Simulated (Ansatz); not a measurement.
## HfO2 (P2_1/c): the host for defect calculations

Before any defect goes in: HfO2 (P2_1/c) at rest, and how it screens a charge.

Method: plane-wave PAW DFT, r2SCAN; relaxation of the host's cell and atoms; PAW set soft_1, in the first sound run; inputs show where later runs differ, in Ansatz 0.2.0.

## 1. Starting point

The structure is monoclinic, space group P2_1/c (No. 14). Conventional cell: a = 5.094 Å, b = 5.151 Å, c = 5.276 Å, α = 90.00°, β = 99.56°, γ = 90.00°. Nearest to Hf lie 7 O at 2.03 to 2.24 Å. Nearest to O lie 4 Hf at 2.13 to 2.24 Å. Nearest to O lie 3 Hf at 2.03 to 2.13 Å. Farther neighbours and most contacts between anions are not listed.

## 2. Host cell relaxation

Cell and atoms are relaxed together, until forces and stress fall under their thresholds.

cell/input.yaml reads:

```yaml
crystal:
  lattice:
    - [5.094175, 0.0, 0.0]
    - [0.0, 5.1506447, 0.0]
    - [-0.876169, 0.0, 5.2029535]
  atoms:
    - { symbol: Hf, position: [0.27613578, 0.45806468, 0.70790733] }
    - { symbol: Hf, position: [0.72386422, 0.95806468, 0.79209267] }
    - { symbol: Hf, position: [0.72386422, 0.54193532, 0.29209267] }
    - { symbol: Hf, position: [0.27613578, 0.04193532, 0.20790733] }
    - { symbol: O, position: [0.44799782, 0.74252595, 0.97857799] }
    - { symbol: O, position: [0.55200218, 0.24252595, 0.52142201] }
    - { symbol: O, position: [0.55200218, 0.25747405, 0.02142201] }
    - { symbol: O, position: [0.44799782, 0.75747405, 0.47857799] }
    - { symbol: O, position: [0.06836078, 0.33075888, 0.34625278] }
    - { symbol: O, position: [0.93163922, 0.83075888, 0.15374722] }
    - { symbol: O, position: [0.93163922, 0.66924112, 0.65374722] }
    - { symbol: O, position: [0.06836078, 0.16924112, 0.84625278] }
basis:
  ecutwfc: 500
  xc_grid: 2
hamiltonian:
  xc: r2scan
  pseudopotentials: { kind: paw, azcp: { folder: soft_1 } }
kpoints:
  mp_grid: { grid: [6, 6, 6] }
scf:
  occupations: { method: fixed }
  max_iter: 100
relax:
  f_tol: 0.005
  max_steps: 60
  cell: {}
output:
  forces: true
  stress: true
checkpoint:
  write: "../cell.run"
  compress: false
  write_wavefunctions: false
  write_every: 100000
```

Launch:

```
> ansatz run input.yaml --threads 32 --pin off --max-ram 131891MiB --backend cuda --events-out ev --progress --plain --runs-dir out
```

Numbers of over 12 decimals in the logs are rounded to 6 here.

Output:

```text
[... repeated set-up lines and file paths are left out, and long positions are rounded to six places ...]
Engine: ansatz 0.2.0, aarch64-unknown-linux-gnu
Pseudopotentials: kind: paw
Pseudopotential: Hf, paw, valence charge 26, recommended cutoff 500 eV (meta_gga), soft_1/Hf.paw.azcp
Pseudopotential: O, paw, valence charge 6, recommended cutoff 500 eV (meta_gga), soft_1/O.paw.azcp
Functional definition: r2SCAN
  parameter k0 = 0.174
  parameter k1 = 0.065
  parameter a1 = 4.9479
  exchange = r2scan_x(k0 = k0, k1 = k1, a1 = a1)
  correlation = r2scan_c
[...]
Crystal: 12 atoms, lattice volume = 136.517 Å³
Basis set: ecut = 500 eV, 3489 PW (Γ), exchange–correlation on 80×80×80 points (8 copies of the dense FFT grid, shifted against one another)
Bands: 92, of which v1, the nominal top of the filled ones, is band 76 counted from 1 (75 counted from 0)
Symmetry: 4 space group operations
Space group: P21/c (ITA 14), of the structure as read, at distance tolerance 5.1e-5 Å
k-points: 80 of 216
Non-local potential: Hf, projectors of the file, l = 0: 3, l = 1: 2, l = 2: 2, l = 3: 3
Non-local potential: O, projectors of the file, l = 0: 2, l = 1: 2, l = 2: 1
PAW form: soft (Blöchl's): semilocal exchange-correlation on the pseudo side does not see the compensation charge
PAW frozen core: Hf, regenerated for the run's functional (the file was generated under x = pbe(κ = 0.804, μ = 0.219515), c = pbe(β = 0.066725))
PAW frozen core: O, regenerated for the run's functional (the file was generated under x = pbe(κ = 0.804, μ = 0.219515), c = pbe(β = 0.066725))
PAW one-centre angular grid: Hf, 974 points (default); XC on 224 Gauss nodes
PAW one-centre angular grid: O, 302 points (default); XC on 160 Gauss nodes
Initial density: superposition of atomic densities (chi_scale 0.1, normalization cell, long waves kept (reshape's long-wave potential 0.02 eV rms))
Initial wavefunctions: pseudopotential atomic-orbital guess
[...]
Functional: x = r2scan, c = r2scan; τ floored in thin density (d = 2e-4 eV/Å³)
SCF iter   1: F=—  HF=-67509.811983 eV  |Δ(HF+E_count)|=         —  Δρ=8.95e-2  dr2=8.56e0  dr2_τ=6.82e-1  Hψ=20890
preconditioner: auto → Resta (q_TF=auto, 2.778 Å⁻¹)  ε∞=4.5  [insulator: Δε(μ)=3.808 eV  Ē_g=20.262 eV  n_scr=48 (ndim 8)  ℏωp=38.1 eV  f_vac=0.007  ε∞_Penn≈4.5]
SCF iter   2: F=—  HF=-67508.844637 eV  |Δ(HF+E_count)|=   9.67e-1  Δρ=4.52e-2  dr2=2.42e0  dr2_τ=1.63e-1  Hψ=14689
[...]
SCF iter  11: F=-67508.610041 eV  HF=-67508.610041 eV  |Δ(HF+E_count)|=   6.67e-8  Δρ=3.16e-6  dr2=9.65e-9  dr2_τ=1.59e-9  Hψ=25924
SCF 1 converged in 11 iterations: F = -67508.610041 eV  dr2 = 9.65e-9
  greatest PAW one-centre occupation: 0.999 electrons in one spin orbital (limit 2), on the Hf atom at site 1 (counted from 0), in its partial waves of l = 3
relax step   1: F+E_penalty+E_count = -67508.61004110 eV  Δ(F+E_penalty+E_count) = +0.000e0 eV  max|allowed force component| = 8.328e-2 eV/Å  Δτ_max = 0.0000 Å  P = +3.856 GPa  Ω = 136.517 Å³  (11 SCF iters, dr2 threshold 1.00e-7 eV, accepted)
[... the SCF cycles and remarks between the steps are left out from here to the last step ...]
relax step   2: F+E_penalty+E_count = -67508.63164200 eV  Δ(F+E_penalty+E_count) = -2.160e-2 eV  max|allowed force component| = 2.830e-2 eV/Å  Δτ_max = 0.0036 Å  P = -0.763 GPa  Ω = 138.987 Å³  energy of the carried Pulay correction = -1.564e-3 eV  (7 SCF iters, dr2 threshold 1.20e-6 eV, accepted)
relax step   3: F+E_penalty+E_count = -67508.63301022 eV  Δ(F+E_penalty+E_count) = -1.368e-3 eV  max|allowed force component| = 2.207e-2 eV/Å  Δτ_max = 0.0031 Å  P = -0.063 GPa  Ω = 138.565 Å³  energy of the carried Pulay correction = -1.299e-3 eV  (5 SCF iters, dr2 threshold 1.20e-6 eV, accepted)
relax step   4: F+E_penalty+E_count = -67508.63325558 eV  Δ(F+E_penalty+E_count) = -2.454e-4 eV  max|allowed force component| = 7.352e-3 eV/Å  Δτ_max = 0.0014 Å  P = +0.052 GPa  Ω = 138.513 Å³  energy of the carried Pulay correction = -1.267e-3 eV  (5 SCF iters, dr2 threshold 1.24e-7 eV, accepted)
relax step   5: F+E_penalty+E_count = -67508.63340378 eV  Δ(F+E_penalty+E_count) = -1.482e-4 eV  max|allowed force component| = 6.172e-3 eV/Å  Δτ_max = 0.0054 Å  P = +0.030 GPa  Ω = 138.496 Å³  energy of the carried Pulay correction = -1.256e-3 eV  (6 SCF iters, dr2 threshold 2.52e-8 eV, accepted)
relax step   6: F+E_penalty+E_count = -67508.63358462 eV  Δ(F+E_penalty+E_count) = -1.808e-4 eV  max|allowed force component| = 1.846e-3 eV/Å  Δτ_max = 0.0097 Å  P = -0.003 GPa  Ω = 138.457 Å³  energy of the carried Pulay correction = -1.231e-3 eV  (7 SCF iters, dr2 threshold 8.54e-9 eV, accepted)
[...]
iter 1 solved again at ethr=2.71e-8 eV; its pass at ethr=3.10e-3 eV (dr2=4.12e-5 eV) is discarded
SCF iter   1: F=—  HF=-67508.634137 eV  |Δ(HF+E_count)|=         —  Δρ=6.46e-5  dr2=3.37e-7  dr2_τ=1.10e-6  Hψ=46508
[...]
SCF iter   2: F=—  HF=-67508.634750 eV  |Δ(HF+E_count)|=   6.13e-4  Δρ=3.33e-5  dr2=9.86e-8  dr2_τ=4.67e-7  Hψ=12273
SCF iter   3: F=—  HF=-67508.634752 eV  |Δ(HF+E_count)|=   1.89e-6  Δρ=5.43e-6  dr2=7.82e-9  dr2_τ=8.91e-9  Hψ=11358
SCF iter   4: F=—  HF=-67508.634752 eV  |Δ(HF+E_count)|=   2.29e-8  Δρ=1.00e-6  dr2=9.02e-10  dr2_τ=2.58e-10  Hψ=12638
SCF iter   5: F=—  HF=-67508.634752 eV  |Δ(HF+E_count)|=  3.35e-10  Δρ=4.41e-7  dr2=1.49e-10  dr2_τ=6.62e-11  Hψ=13587
SCF iter   6: F=-67508.634752 eV  HF=-67508.634752 eV  |Δ(HF+E_count)|=  2.47e-10  Δρ=2.38e-7  dr2=6.05e-11  dr2_τ=7.27e-12  Hψ=33236
SCF 7 converged in 6 iterations: F = -67508.634752 eV  dr2 = 6.05e-11
relax step   7: F+E_penalty+E_count = -67508.63475212 eV  Δ(F+E_penalty+E_count) = -1.167e-3 eV  max|allowed force component| = 1.858e-3 eV/Å  Δτ_max = 0.0000 Å  P = -0.010 GPa  Ω = 138.457 Å³  stress off target by 2.40e-2 GPa  SCF on the basis re-selected at this cell (its energy is not comparable with the rows above)  (6 SCF iters)
basis re-selected at this cell: Δ(F+E_penalty+E_count) = -1.167e-3 eV, ΔP = -0.008 GPa vs the last step (what re-selecting the basis moved, of the pressure what is left beyond the Pulay correction that the steps carried, after the strain that the cell walked [...]
SCF converged after 6 iterations
Free energy (F): -67508.634752 eV
Harris-Foulkes:  -67508.634752 eV  (|F-HF|=1.46e-11)
Internal energy: -67508.634752 eV  (E = F + TS)
E sigma→0 (E₀):  -67508.634752 eV
Fermi energy:    12.593726 eV
--- Per-component energies (eV) ---
  E_band       = -281.798795
  E_kinetic    = 2982.557633
  E_local      = -29581.005669  (includes V_loc(G=0)·N_el)
  E_nonlocal   = 659.181996
  E_hartree    = 14063.594500
  E_xc         = -1578.985213
  E_vxc        = -1943.338305  (∫ρ·V_xc dr)
  E_paw        = -32213.066501  (= ΣΔE_a)
  E_vpaw       = -633.930830  (= ΣTr[D̂ρ^β])
  E_aug_tail   = 0.002523  (compensation charges beyond the density's cutoff)
  E_vtau       = 107.544835  (kinetic-family band-sum trace: ∫τ·v_τ [+ j·A + Jᵃ·Aᵃ] dr)
  E_ewald      = -21841.944708
  E_core_change = 1.030687  (= ΣΔE_core)
  E_smearing   = -0.000000  (= −TS)
  E_closure    = -0.000000  (closes the sum)
  Σ components = -67508.634752   (vs F -67508.634752, Δ=0.00e0)
--- Forces (eV/Å), atoms counted from 1 ---
  atom   1  Hf     0.00116126    -0.00064628     0.00007925
  atom   2  Hf    -0.00116126    -0.00064628    -0.00007925
  atom   3  Hf    -0.00116126     0.00064628    -0.00007925
  atom   4  Hf     0.00116126     0.00064628     0.00007925
  atom   5  O      0.00005396    -0.00060932    -0.00029508
  atom   6  O     -0.00005396    -0.00060932     0.00029508
  [... 6 more lines of this table ...]
  max |Σ_I F_I| component: 4.34e-19 eV/Å
--- Stress (GPa, compression-positive) ---
       -0.018105       0.000000      -0.008184
        0.000000      -0.000043       0.000000
       -0.008172       0.000000      -0.012551
  P = ⅓ Tr σ = -0.0102 GPa (-0.102 kbar)
--- Band table (eV; the first three rows and the last of 80) ---
  k-point 0: bands = ["-49.3751", "-49.3545", "-49.3513", "-49.3505", "-17.7686", "-17.7371", "-17.7138", "-17.5115", "-17.4375", [... rest cut ...]
  k-point 1: bands = ["-49.3737", "-49.3555", "-49.3513", "-49.3509", "-17.7500", "-17.7080", "-17.6994", "-17.5303", "-17.4590", [... rest cut ...]
--- Relaxed structure (6 steps of the walk, 6 accepted, 1 SCFs on fresh bases) ---
  F+E_penalty+E_count = -67508.63475212 eV   max|allowed force component| = 1.858e-3 eV/Å   (the final SCF, on the basis selected at the relaxed cell)
  cell:  # Å, volume = 138.4568 Å³
    - [5.114725, 0.0, 0.00439096]
    - [0.0, 5.181314, 0.0]
    - [-0.875219, 0.0, 5.223838]
  atoms:
    - { symbol: Hf, position: [0.276177, 0.458173, 0.708261] }
    - { symbol: Hf, position: [0.723823, 0.958173, 0.791739] }
    - { symbol: Hf, position: [0.723823, 0.541827, 0.291739] }
    - { symbol: Hf, position: [0.276177, 0.041827, 0.208261] }
    - { symbol: O, position: [0.447997, 0.742372, 0.978422] }
    - { symbol: O, position: [0.552003, 0.242372, 0.521578] }
  [... 6 more lines of this table ...]
```

Wall time 6.7 s (1 × NVIDIA GB200 with 32 threads of Arm Neoverse V2, shared host); peak memory 1.2 GiB.

Step by step:

| step | energy less that of the first step (eV) | largest force component (eV/Å) | pressure (GPa) | volume (Å³) |
| --- | --- | --- | --- | --- |
| 1 | 0.0000 | 0.0833 | 3.86 | 136.52 |
| 2 | -0.0216 | 0.0283 | -0.76 | 138.99 |
| 3 | -0.0230 | 0.0221 | -0.06 | 138.56 |
| 4 | -0.0232 | 0.0074 | 0.05 | 138.51 |
| 5 | -0.0234 | 0.0062 | 0.03 | 138.50 |
| 6 | -0.0235 | 0.0018 | 0.00 | 138.46 |
| 7* | -0.0247 | 0.0019 | -0.01 | 138.46 |

Relaxation steps marked * repeat the geometry before them on a plane-wave basis chosen anew for their cell, so energy and pressure can jump there.

The run keeps the 4 symmetry operations that it works with, so distortions that break them were not tested.

| cell as run | before | after | change |
| --- | --- | --- | --- |
| a (Å) | 5.094 | 5.115 | +0.4 % |
| b (Å) | 5.151 | 5.181 | +0.6 % |
| c (Å) | 5.276 | 5.297 | +0.4 % |
| β (°) | 99.56 | 99.46 | -0.1 % |
| volume (Å³/atom) | 11.38 | 11.54 | +1.4 % |

The atoms that moved most (Å, as changes of fractional coordinates times the final cell):

| atom | dx | dy | dz | length |
| --- | --- | --- | --- | --- |
| O9 | 0.010 | 0.014 | -0.010 | 0.020 |
| O10 | -0.010 | 0.014 | 0.010 | 0.020 |
| O12 | 0.010 | -0.014 | -0.010 | 0.020 |
| O11 | -0.010 | -0.014 | 0.010 | 0.020 |

Numbers from this step:

```
pressure : -0.01023 GPa
```

The relaxation ends with a largest force component of 0.0019 eV/Å and a pressure of -0.01 GPa.

## 3. Dielectric tensors of the host

The response to a uniform electric field gives the electronic dielectric tensor.

This step: plane-wave PAW DFPT, PBEsol; dielectric tensors, Born charges and zone-centre modes of the host; PAW set soft_1 (Ansatz 0.2.0).

eps/input.yaml reads:

```yaml
crystal:
  lattice:
    - [5.1147252449, 0.0, 0.0043909604]
    - [0.0, 5.1813143374, 0.0]
    - [-0.8752188019, 0.0, 5.2238375711]
  atoms:
    - { symbol: Hf, position: [0.2761773384, 0.4581728403, 0.7082614185] }
    - { symbol: Hf, position: [0.7238226616, 0.9581728403, 0.7917385815] }
    - { symbol: Hf, position: [0.7238226616, 0.5418271597, 0.2917385815] }
    - { symbol: Hf, position: [0.2761773384, 0.0418271597, 0.2082614185] }
    - { symbol: O, position: [0.4479969725, 0.7423715742, 0.9784219222] }
    - { symbol: O, position: [0.5520030275, 0.2423715742, 0.5215780778] }
    - { symbol: O, position: [0.5520030275, 0.2576284258, 0.0215780778] }
    - { symbol: O, position: [0.4479969725, 0.7576284258, 0.4784219222] }
    - { symbol: O, position: [0.0699426689, 0.3334753591, 0.3442632163] }
    - { symbol: O, position: [0.9300573311, 0.8334753591, 0.1557367837] }
    - { symbol: O, position: [0.9300573311, 0.6665246409, 0.6557367837] }
    - { symbol: O, position: [0.0699426689, 0.1665246409, 0.8442632163] }
basis:
  ecutwfc: 420
hamiltonian:
  xc: pbesol
  pseudopotentials: { kind: paw, azcp: { folder: soft_1 }, xc_functional: pbe }
kpoints:
  mp_grid: { grid: [5, 5, 5] }
scf:
  occupations: { method: fixed }
  max_iter: 100
phonons:
  method: dfpt
  dielectric: true
  rigid_motions: translations
```

Output:

```text
[...]
Crystal: 12 atoms, lattice volume = 138.457 Å³
Basis set: ecut = 420 eV, 2703 PW (Γ), exchange–correlation on 72×72×72 points (8 copies of the dense FFT grid, shifted against one another)
Bands: 92, of which v1, the nominal top of the filled ones, is band 76 counted from 1 (75 counted from 0)
Symmetry: 4 space group operations
k-points: 63 of 125 (irreducible under 1 space group operation, time reversal used)
[...]
SCF iter   1: F=—  HF=-66907.247310 eV  |Δ(HF+E_count)|=         —  Δρ=9.31e-2  dr2=9.73e0  Hψ=16602
[...]
SCF iter   2: F=—  HF=-66905.007605 eV  |Δ(HF+E_count)|=    2.24e0  Δρ=4.13e-2  dr2=2.20e0  Hψ=11534
[...]
SCF iter  14: F=-66904.251193 eV  HF=-66904.251193 eV  |Δ(HF+E_count)|=  2.91e-11  Δρ=1.45e-7  dr2=2.06e-11  Hψ=42076
SCF 1 converged in 14 iterations: F = -66904.251193 eV  dr2 = 2.06e-11
[...]
the response reads at least the filled bands of the reference SCF and the lowest empty band at each k-point, and that SCF's band table does not vouch for those bands. The notice of the band table in this run's record says why
[...]
NSCF: frozen V_eff on 1 k-points
[...]
concurrent solve slots: 20 of 32 are kept, ahead of what memory takes: no pass of the eigensolver takes more rounds on 20
[...]
DFPT response loops at q = (0, 0, 0) (fractional): preconditioner auto → Resta (q_TF=auto, 2.771 Å⁻¹)  ε∞=3.9 (no band partly filled); β = 1.00, the filter's whole step (`scf.mixing.beta` (0.50) is not read by the response loops at its default; [...]
[...]
DFPT response loops at Γ: preconditioner auto → Resta (q_TF=auto, 2.771 Å⁻¹)  ε∞=3.9 (no band partly filled); β = 1.00, the filter's whole step (`scf.mixing.beta` (0.50) is not read by the response loops at its default; [...]
[...]
SCF 1 converged in 5 iterations: F = -66903.964366 eV  dr2 = 8.75e-8
[...]
SCF converged after 14 iterations
[...]
241.54      1             0.7977
        247.25      1             0.0000
        247.29      1            18.1994
        303.83      1            65.5842
        313.95      1             0.0000
        321.50      1            26.9193
        322.73      1             0.0000
        331.45      1            32.6768
        367.87      1             0.0000
        377.18      1            40.1051
        381.26      1             0.0000
        395.31      1            31.4854
        476.12      1             0.0000
        485.94      1            13.4648
        494.03      1            20.3908
        496.58      1             0.0000
        529.34      1             0.0000
        551.73      1             0.0000
        584.09      1            13.1376
        610.53      1             0.0000
        633.71      1             0.0428
        645.60      1             0.0000
        711.45      1            15.2501
        750.17      1             0.0000
  optical modes at Γ + LO–TO along q̂ = [1.0000, 0.0000, 0.0000]:
      ω (cm⁻¹)  modes    IR ((D/Å)²/amu)
        113.00      1             0.0000
        124.94      1             0.0000
        126.26      1             0.0725
        126.81      1             0.0000
        142.63      1             0.0000
        160.35      1             0.0000
        176.68      1             1.1864
        235.06      1             0.0000
        238.35      1             2.8120
        242.34      1             3.0668
        247.25      1             0.0000
        247.29      1            18.1994
        313.95      1             0.0000
        321.49      1            26.2678
        322.73      1             0.0000
        331.45      1            32.6768
[...]
optical modes at Γ + LO–TO along q̂ = [0.0000, 1.0000, 0.0000]:
      ω (cm⁻¹)  modes    IR ((D/Å)²/amu)
[...]
optical modes at Γ + LO–TO along q̂ = [0.0000, 0.0000, 1.0000]:
      ω (cm⁻¹)  modes    IR ((D/Å)²/amu)
[...]
485.94      1            13.4648
        487.28      1            19.8982
        496.58      1             0.0000
        529.34      1             0.0000
        551.73      1             0.0000
        584.09      1            13.1376
        610.53      1             0.0000
        626.61      1            77.2964
        633.71      1             0.0428
        645.60      1             0.0000
        713.69      1            17.6748
        750.17      1             0.0000
```

The job ended after 19 s (1 × NVIDIA GB200 with 32 threads; peak memory 4.5 GiB).

Reading the cycles: dr2 is the Hartree energy of the density residual (eV), the measure of convergence; HF is the Harris–Foulkes estimate of the energy, which meets the free energy F at convergence.

Electronic dielectric tensor:

```
5.04 0.00 0.14
0.00 5.06 0.00
0.14 0.00 4.74
```

Static dielectric tensor:

```
21.35  0.00  1.58
 0.00 19.46  0.00
 1.58  0.00 15.71
```

The principal values of the electronic dielectric tensor are 4.68, 5.06 and 5.09. The principal values of the static dielectric tensor are 15.30, 19.46 and 21.76.

(Continued in part 2 of 2.)

[Logs are printed without paths, hosts, clocks, repeated set-up lines and the standing remarks that a program may print on its own settings, such as how far it seeks lower states.]

[Hosts, paths, dates, database ids (printed as entryN), source tags and the programs' standing remarks are cut or masked in the printed files.]

[Runs of the host that timed out are not shown.]

[For some hosts the program warned that the k-mesh of the response run may be too coarse for force constants and the static dielectric constant; such warnings are not always shown.]
